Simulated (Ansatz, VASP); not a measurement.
# Ga27N26 (V_N): VASP beside Ansatz

Wanted: the spread between two codes on one cell, functional and k mesh. The cell is taken from a series of runs on this material, whose earlier steps may have relaxed, scaled, displaced or heated it; both programs get it as it stands.

Calculated with Ansatz 0.2.0; plane waves, with VASP 6.6.1 beside it; r2SCAN.

## 1. The starting structure

The cell holds 53 atoms: 27 Ga and 26 N. Its edges and angles: a = 9.685 Å, b = 9.685 Å, c = 9.685 Å, α = 60.0°, β = 60.0°, γ = 60.0°. It derives from GaN (GaN (F-43m)). Nearest the centre at fractional (0.417, 0.417, 0.417): Ga23 at 1.87 Å, Ga15 at 1.88 Å, Ga17 at 1.89 Å, Ga14 at 1.92 Å, N48 at 3.19 Å, N33 at 3.20 Å, N43 at 3.21 Å, N38 at 3.22 Å.

Coordinates:

```cif
data_structure
_symmetry_space_group_name_H-M 'P 1'
_symmetry_Int_Tables_number 1
_cell_length_a 9.6852
_cell_length_b 9.6852
_cell_length_c 9.6852
_cell_angle_alpha 60.000
_cell_angle_beta 60.000
_cell_angle_gamma 60.000
_cell_volume 642.42
loop_
_atom_site_label
_atom_site_type_symbol
_atom_site_fract_x
_atom_site_fract_y
_atom_site_fract_z
_atom_site_occupancy
Ga1 Ga 0.99832 0.00057 0.99997 1
Ga2 Ga 0.99835 0.00039 0.33337 1
Ga3 Ga 0.99885 0.00039 0.66666 1
Ga4 Ga 0.99843 0.33366 0.00006 1
Ga5 Ga 0.99834 0.33345 0.33330 1
Ga6 Ga 0.00042 0.33423 0.66596 1
Ga7 Ga 0.99862 0.66688 0.00025 1
Ga8 Ga 0.99755 0.66702 0.33404 1
Ga9 Ga 0.00042 0.66554 0.66668 1
Ga10 Ga 0.33180 0.00037 0.99995 1
Ga11 Ga 0.33176 0.00005 0.33339 1
Ga12 Ga 0.33231 0.00220 0.66482 1
Ga13 Ga 0.33170 0.33348 0.99996 1
Ga14 Ga 0.33082 0.34425 0.33235 1
Ga15 Ga 0.34532 0.33528 0.65435 1
Ga16 Ga 0.33240 0.66707 0.99919 1
Ga17 Ga 0.33302 0.65537 0.33497 1
Ga18 Ga 0.33276 0.66703 0.66579 1
Ga19 Ga 0.66505 0.00037 0.00050 1
Ga20 Ga 0.66319 0.00214 0.33396 1
Ga21 Ga 0.66575 0.99933 0.66735 1
Ga22 Ga 0.66437 0.33424 0.00202 1
Ga23 Ga 0.65288 0.33500 0.34690 1
Ga24 Ga 0.66611 0.33449 0.66767 1
Ga25 Ga 0.66501 0.66554 0.00210 1
Ga26 Ga 0.66415 0.66700 0.33440 1
Ga27 Ga 0.66549 0.66726 0.66713 1
N28 N 0.08178 0.08368 0.08340 1
N29 N 0.08174 0.08346 0.41655 1
N30 N 0.08192 0.08384 0.75004 1
N31 N 0.08170 0.41676 0.08332 1
N32 N 0.07732 0.41801 0.41714 1
N33 N 0.08690 0.41581 0.74797 1
N34 N 0.08166 0.75067 0.08328 1
N35 N 0.07991 0.75105 0.41745 1
N36 N 0.08223 0.75040 0.75029 1
N37 N 0.41493 0.08347 0.08338 1
N38 N 0.41384 0.08600 0.41546 1
N39 N 0.41620 0.08181 0.75069 1
N40 N 0.41553 0.41804 0.07892 1
N41 N 0.41688 0.41804 0.75230 1
N42 N 0.41578 0.75098 0.08171 1
N43 N 0.41458 0.74945 0.41617 1
N44 N 0.41536 0.75181 0.74875 1
N45 N 0.74841 0.08387 0.08355 1
N46 N 0.74915 0.08167 0.41782 1
N47 N 0.74893 0.08362 0.75055 1
N48 N 0.74631 0.41581 0.08857 1
N49 N 0.75065 0.41799 0.41844 1
N50 N 0.75000 0.41710 0.75159 1
N51 N 0.74866 0.75039 0.08386 1
N52 N 0.74713 0.75178 0.41699 1
N53 N 0.74985 0.74874 0.75150 1
```

## 2. Ansatz: single point, r2SCAN

Ansatz runs on its PAW soft_1 files.

With cell and atoms fixed, the geometry can't cause a difference; cores, projectors, grids and the points listed under the comparison can.

Contents of input.yaml:

```yaml
crystal:
  checkpoint: "../qm1_M2.relax.run"
  host: checkpoint
basis:
  ecutwfc: 500
  xc_grid: 2
hamiltonian:
  xc: r2scan
  pseudopotentials: { kind: paw, azcp: { folder: soft_1 } }
kpoints:
  mp_grid: { grid: [2, 2, 2], shift: [0.5, 0.5, 0.5] }
scf:
  occupations: { method: fixed }
  max_iter: 60
output:
  forces: true
  eigenvalues: true
  charged_corrections: { defect_position: [0.416667, 0.416667, 0.416667] }
checkpoint:
  read: "../qm1_M2.relax.run"
  write: "../qm1_M2.point_neutral.run"
  compress: false
  write_wavefunctions: false
  write_every: 100000
magnetization:
  spin_polarized: true
  initial_magnetization: 1
  spin_locking: { lock_magnetization: hard }
```

Launch:

```
> ansatz run input.yaml --threads 4 --pin off --max-ram 15073MiB --backend cpu --events-out ev --progress --plain --runs-dir out
```

Numbers of over 12 decimals in the logs are rounded to 6 here.

What it wrote:

```text
Warning: This run holds its total moment fixed (magnetization.spin_locking.lock_magnetization: hard) and mixes its density by anderson or broyden (scf.mixing.algorithm, typed or taken by auto). Slabs with a fixed moment have converged under broyden above another state at the same moment, at the default mixing steps and at smaller ones, and under scf.lower_state_search: standard, light or off a state that such a mixer [...]
checkpoint.read: the saved state was converged at a total charge of -1 e, and this run's is 0 e: a saved density that it takes is scaled to its electron count
crystal.checkpoint: the structure is that of <dir>, a `relax` run, at its step 7: its result, under r2scan at a charge of -1 e; 53 atoms read, 0 with a starting moment; this deck's charge is 0 e; crystal.structure_sha256 for this input is
Engine: ansatz 0.2.0, aarch64-unknown-linux-gnu
Pseudopotentials: kind: paw
Pseudopotential: Ga, paw, valence charge 13, recommended cutoff 500 eV (meta_gga), soft_1/Ga.paw.azcp
Pseudopotential: N, paw, valence charge 5, recommended cutoff 500 eV (meta_gga), soft_1/N.paw.azcp
Functional definition: r2SCAN
  parameter k0 = 0.174
  parameter k1 = 0.065
  parameter a1 = 4.9479
  exchange = r2scan_x(k0 = k0, k1 = k1, a1 = a1)
  correlation = r2scan_c
Crystal: 53 atoms, lattice volume = 642.416 Å³
Basis set: ecut = 500 eV, 16361 PW (Γ), exchange–correlation on 144×144×144 points (8 copies of the dense FFT grid, shifted against one another)
Bands: 294, of which v1, the nominal top of the filled ones, is band 241 counted from 1 (240 counted from 0)
Symmetry: 1 space group operations
Space group: P1 (ITA 1), of the structure as read, at distance tolerance 8.6e-5 Å
Magnetic group: BNS 1.1 (UNI 1), of the structure as read, at distance tolerance 8.6e-5 Å
k-points: 4 of 8 (time reversal used)
Non-local potential: Ga, projectors of the file, l = 0: 2, l = 1: 2, l = 2: 3, l = 3: 1
Non-local potential: N, projectors of the file, l = 0: 2, l = 1: 2, l = 2: 1
PAW form: soft (Blöchl's): semilocal exchange-correlation on the pseudo side does not see the compensation charge
PAW frozen core: Ga, regenerated for the run's functional (the file was generated under x = pbe(κ = 0.804, μ = 0.219515), c = pbe(β = 0.066725))
PAW frozen core: N, regenerated for the run's functional (the file was generated under x = pbe(κ = 0.804, μ = 0.219515), c = pbe(β = 0.066725))
PAW one-centre angular grid: Ga, 590 points (default); XC on 160 Gauss nodes
PAW one-centre angular grid: N, 302 points (default); XC on 160 Gauss nodes
Initial density: read from a saved state, or passed on in memory by an earlier SCF of this step, an earlier step, the calling program or the single point that the run made first
Starting moments: Σ|m| = 1 μB on 53 of 53 sites; this step starts from the density that it was given
Initial wavefunctions: those read from a saved state, or passed on in memory by an earlier step or the calling program
Functional: x = r2scan, c = r2scan; τ floored in thin density (d = 2e-4 eV/Å³)
iter 1 solved again at ethr=1.73e-4 eV; its pass at ethr=3.10e-3 eV (dr2=8.30e-1 eV) is discarded
SCF iter   1: F=—  HF=-112372.454072 eV  |F-HF|=—  |Δ(HF+E_count)|=         —  Δρ=6.24e-3 (↑6.24e-3 ↓4.86e-3)  dr2=8.31e-1  dr2_τ=1.42e-3  dr2_m=2.60e-2  M=1.000 μB ∫|m|=1.275 μB  β_m=0.60  ethr=1.73e-4  ⟨swp⟩=1.0  Hψ=6552  notcnv=0  defer=380
preconditioner: auto → Resta (q_TF=auto, 2.600 Å⁻¹)  ε∞=4.5  [insulator: Δε(μ)=0.299 eV  Ē_g=17.223 eV  n_scr=180 (ndim 8)  ℏωp=32.1 eV  f_vac=0.002  ε∞_Penn≈4.5]
spin=Collinear: Resta preconditioning applied to the charge; magnetization (m = ρ↑ − ρ↓) channel mixes plain (no charge-response kernel on spin).
SCF iter   2: F=—  HF=-112372.326136 eV  |F-HF|=—  |Δ(HF+E_count)|=   1.28e-1  Δρ=3.77e-3 (↑3.77e-3 ↓2.84e-3)  dr2=3.68e-1  dr2_τ=2.01e-4  dr2_m=6.47e-3  M=1.000 μB ∫|m|=1.194 μB  β_m=0.30  ethr=1.73e-4  ⟨swp⟩=2.9  Hψ=2712  notcnv=0  defer=412  κ⁻¹=1.0e0(r=1)
SCF iter   3: F=—  HF=-112372.226600 eV  |F-HF|=—  |Δ(HF+E_count)|=   9.95e-2  Δρ=1.26e-3 (↑9.67e-4 ↓1.26e-3)  dr2=2.58e-2  dr2_τ=9.94e-5  dr2_m=3.46e-3  M=1.000 μB ∫|m|=1.107 μB  β_m=0.33  ethr=7.66e-5  ⟨swp⟩=3.0  Hψ=3718  notcnv=0  defer=412  κ⁻¹=8.9e-3(r=2)
SCF iter   4: F=—  HF=-112372.227472 eV  |F-HF|=—  |Δ(HF+E_count)|=   8.72e-4  Δρ=9.21e-4 (↑7.30e-4 ↓9.21e-4)  dr2=8.12e-3  dr2_τ=5.20e-5  dr2_m=2.15e-3  M=1.000 μB ∫|m|=1.106 μB  β_m=1.20  ethr=5.36e-6  ⟨swp⟩=2.2  Hψ=4380  notcnv=0  defer=412  κ⁻¹=7.1e-3(r=3)
[...]
k-point 1 ↑: bands = [... 237 lower, 8.1317, 8.3011, 8.3802, 10.6755, 11.1059, 11.5002, 12.5955, 12.8370, ... 49 higher]
  k-point 2 ↑: bands = [... 237 lower, 8.1303, 8.2990, 8.3713, 10.4062, 11.2685, 11.6600, 12.5635, 12.7406, ... 49 higher]
  k-point 3 ↓: bands = [... 237 lower, 8.1875, 8.3609, 8.3962, 11.1054, 11.5063, 11.7608, 12.6259, 12.8827, ... 49 higher]
```

## 3. VASP: single point, r2SCAN

The same cell, functional and mesh now go to VASP, with its own data sets.

Lines of VASP's logs that name or quote its potential files are left out, and so is its time.

Contents of INCAR:

```
SYSTEM = Ga27N26
PREC = Accurate
ENCUT = 580
EDIFF = 1E-06
NELM = 200
ISMEAR = 0
SIGMA = 0.01
LREAL = Auto
ALGO = Normal
METAGGA = R2SCAN
LASPH = .TRUE.
NBANDS = 278
ISPIN = 2
MAGMOM = 0 0 0 0 0 0 0 -0 0 0 0 0 0 0.03 0.03 -0 0.03 0 0 0 -0 0 0.03 -0 0 0 0 0 0 0 0 0.04 0 0 0.02 0 0 0 0.03 0.04 0.04 0.02 0 0 0 0.03 0 0 0.04 0 0 0 0
LORBIT = 11
LWAVE = .FALSE.
LCHARG = .FALSE.
ISIF = 2
ISYM = 0
NUPDOWN = 1
GGA_COMPAT = .FALSE.
LMIXTAU = .TRUE.
```

Contents of POSCAR:

```
Ga27N26
1.0
    0.0000000000      6.8485001922      6.8485001922
    6.8485001922      0.0000000000      6.8485001922
    6.8485001922      6.8485001922      0.0000000000
Ga N
27 26
Direct
    0.9983162366      0.0005677310      0.9999702217
    0.9983469322      0.0003946643      0.3333661908
    0.9988487299      0.0003853585      0.6666570000
    0.9984269879      0.3336621899      0.0000599115
    0.9983385051      0.3334537119      0.3332954336
    0.0004196216      0.3342292631      0.6659589337
    0.9986238140      0.6668796749      0.0002525295
    0.9975477410      0.6670216129      0.3340366216
    0.0004246984      0.6655431712      0.6666819445
    0.3317971501      0.0003667073      0.9999544945
    0.3317571504      0.0000496208      0.3333921692
    0.3323095740      0.0022023972      0.6648242659
    0.3316971552      0.3334826123      0.9999551951
    0.3308170117      0.3442512445      0.3323490374
    0.3453187988      0.3352813556      0.6543486672
    0.3324007714      0.6670702992      0.9991855295
    0.3330230748      0.6553698128      0.3349710092
    0.3327598811      0.6670347355      0.6657922319
    0.6650487434      0.0003741568      0.0004952518
    0.6631922211      0.0021378632      0.3339644097
    0.6657461030      0.9993296685      0.6673495240
    0.6643740643      0.3342422828      0.0020188807
    0.6528788599      0.3349976430      0.3469030589
    0.6661084579      0.3344899982      0.6676701757
    0.6650051365      0.6655377163      0.0020991770
    0.6641537577      0.6670005641      0.3344019578
    0.6654874802      0.6672612608      0.6671338806
    0.0817831802      0.0836776454      0.0834030027
    0.0817442671      0.0834601587      0.4165473756
    0.0819239687      0.0838386752      0.7500363570
    0.0817035154      0.4167589839      0.0833206731
    0.0773211922      0.4180135882      0.4171429975
    0.0869049126      0.4158053997      0.7479745527
    0.0816562960      0.7506724760      0.0832841588
    0.0799084975      0.7510522312      0.4174526546
    0.0822318477      0.7504035267      0.7502943535
    0.4149258512      0.0834663451      0.0833802420
    0.4138375305      0.0860010153      0.4154620325
    0.4161997754      0.0818115171      0.7506864138
    0.4155344461      0.4180390938      0.0789220729
    0.4168752105      0.4180447937      0.7522965896
    0.4157787554      0.7509776693      0.0817086809
    0.4145789547      0.7494459014      0.4161738475
    0.4153641317      0.7518146599      0.7487540807
    0.7484099087      0.0838677058      0.0835482474
    0.7491516515      0.0816683325      0.4178241268
    0.7489347534      0.0836154477      0.7505543666
    0.7463149053      0.4158094159      0.0885674113
    0.7506478275      0.4179934282      0.4184434106
    0.7500044206      0.4170963367      0.7515944551
    0.7486614482      0.7503876605      0.0838609023
    0.7471298634      0.7517783834      0.4169888387
    0.7498476878      0.7487382090      0.7515027402
```

Contents of KPOINTS:

```
Points of the shifted mesh
8
Reciprocal
 0.2500000000  0.2500000000  0.2500000000 1
 0.2500000000  0.2500000000  0.7500000000 1
 0.2500000000  0.7500000000  0.2500000000 1
 0.2500000000  0.7500000000  0.7500000000 1
 0.7500000000  0.2500000000  0.2500000000 1
 0.7500000000  0.2500000000  0.7500000000 1
 0.7500000000  0.7500000000  0.2500000000 1
 0.7500000000  0.7500000000  0.7500000000 1
```

Potentials, in the order of the species: Ga_d and N (PBE family, release 64).

Launch:

```
> export OMP_NUM_THREADS=3
> mpirun -np 1 vasp_std
```

What it wrote:

```text
[banner, memory and clock lines left out]
running    1 mpi-ranks, on    1 nodes
[...]
Offloading initialized ...    1 GPUs detected
[...]
|                                                                             |
|               ----> ADVICE to this user running VASP <----                  |
|                                                                             |
|     You enforced a specific xc type in the INCAR file but a different       |
|     [... a line on the potential file left out ...]
|     I HOPE YOU KNOW WHAT YOU ARE DOING!                                     |
|                                                                             |

 LDA part: xc-table for (None), standard interpolation
 POSCAR, INCAR and KPOINTS ok, starting setup
[...]
entering main loop
       N       E                     dE             d eps       ncg     rms          rms(c)
DAV:   1     0.942118808049E+04    0.94212E+04   -0.18842E+05  9134   0.349E+03
DAV:   2     0.192691539297E+04   -0.74943E+04   -0.71596E+04  8896   0.102E+03
DAV:   3    -0.313357425887E+03   -0.22403E+04   -0.21118E+04 10512   0.352E+02
DAV:   4    -0.658029939589E+03   -0.34467E+03   -0.33281E+03  9688   0.135E+02
[...]
DAV:  21    -0.577176771465E+03    0.36809E-05   -0.62284E-06  7512   0.214E-02    0.134E-03
DAV:  22    -0.577176770194E+03    0.12712E-05   -0.15955E-06  5744   0.570E-03    0.798E-04
DAV:  23    -0.577176770715E+03   -0.52113E-06   -0.93633E-07  5456   0.462E-03
   1 F= -.57717677E+03 E0= -.57717677E+03  d E =-.114706E-12  mag=     1.0000
```

From OUTCAR (step 3):

```text
  FREE ENERGIE OF THE ION-ELECTRON SYSTEM (eV)
  ---------------------------------------------------
  free  energy   TOTEN  =      -577.1767707151 eV

  energy  without entropy=     -577.1767707151  energy(sigma->0) =     -577.17677072

 magnetization (x)
# of ion       s       p       d       tot
------------------------------------------
    1        0.000   0.000  -0.000   0.001
    2        0.006   0.005   0.001   0.012
    3        0.000   0.000   0.000   0.000
    4        0.003   0.001   0.000   0.004
    5        0.005   0.004   0.002   0.011
    6        0.000   0.000   0.000   0.000
    7        0.000  -0.000   0.000   0.000
    8       -0.000  -0.001  -0.000  -0.002
    9       -0.000   0.000   0.000   0.000
   10        0.006   0.005   0.001   0.012
   11        0.002  -0.000   0.000   0.002
   12        0.000   0.000   0.000   0.001
   13        0.005   0.004   0.002   0.011
[...]
--------------------------------------------------
tot          0.264   0.365   0.030   0.658

[... 1 further part left out ...]
```

The run ends at a pressure of -7.28 GPa, with forces up to 0.88 eV/Å.

## 4. Side by side

Known differences besides the potentials themselves: VASP starts from the moments at which Ansatz ended; VASP keeps PBE cores, Ansatz makes them for the functional; fixed occupations in Ansatz, narrow Gaussian smearing in VASP; the cutoff is 500 eV in Ansatz and 580 eV in VASP (PREC = Accurate, projectors in real space); site moments are counted in spheres of each program's own size. Total energies have different zeros and are not compared.

The two programs side by side:

```
                             quantity  Ansatz  VASP  difference
total moment, fixed by the input (μB)    1.00  1.00        0.00
                  moment on Ga23 (μB)    0.03  0.09       -0.06
                  moment on Ga14 (μB)    0.03  0.09       -0.05
                  moment on Ga15 (μB)    0.03  0.09       -0.05
                  moment on Ga17 (μB)    0.03  0.07       -0.05
```

Forces on 7 of the 53 atoms, those with the largest forces and the largest differences (eV/Å; atoms numbered as in POSCAR):

```
atom          Ansatz x, y, z            VASP x, y, z
Ga14  -0.393, -0.695, -0.400  -0.370, -0.661, -0.377
Ga15    0.375, 0.618, -0.527    0.350, 0.593, -0.505
Ga17    0.344, -0.775, 0.360    0.315, -0.747, 0.337
Ga23    -0.511, 0.614, 0.383    -0.491, 0.584, 0.362
 N32    -0.005, 0.374, 0.339    -0.006, 0.379, 0.346
 N38    0.400, -0.010, 0.401    0.408, -0.021, 0.411
 N40    0.338, 0.375, -0.001    0.347, 0.381, -0.003
```

The forces differ by 10 meV/Å r.m.s., which is 5.2 % of the r.m.s. force of 0.196 eV/Å (both taken over all components).

## 5. Results

| Item | Value |
| --- | --- |
| r.m.s. force difference (single point, r2SCAN) | 10 meV/Å |

The r.m.s. force difference is 10 meV/Å (single point, r2SCAN), within the 12 meV/Å picked in this series as the mark of a large difference. Such differences can come from data sets, numerical settings and the points named under the comparisons, not from the functional's error against experiment.

[Lines on the potential files, build, host, timing and source positions are cut from VASP's logs without a mark.]

[Logs are printed without paths, hosts, clocks, repeated set-up lines and the standing remarks that a program may print on its own settings, such as how far it seeks lower states.]

[Hosts, paths, dates, database ids (printed as entryN), source tags and the programs' standing remarks are cut or masked in the printed files.]
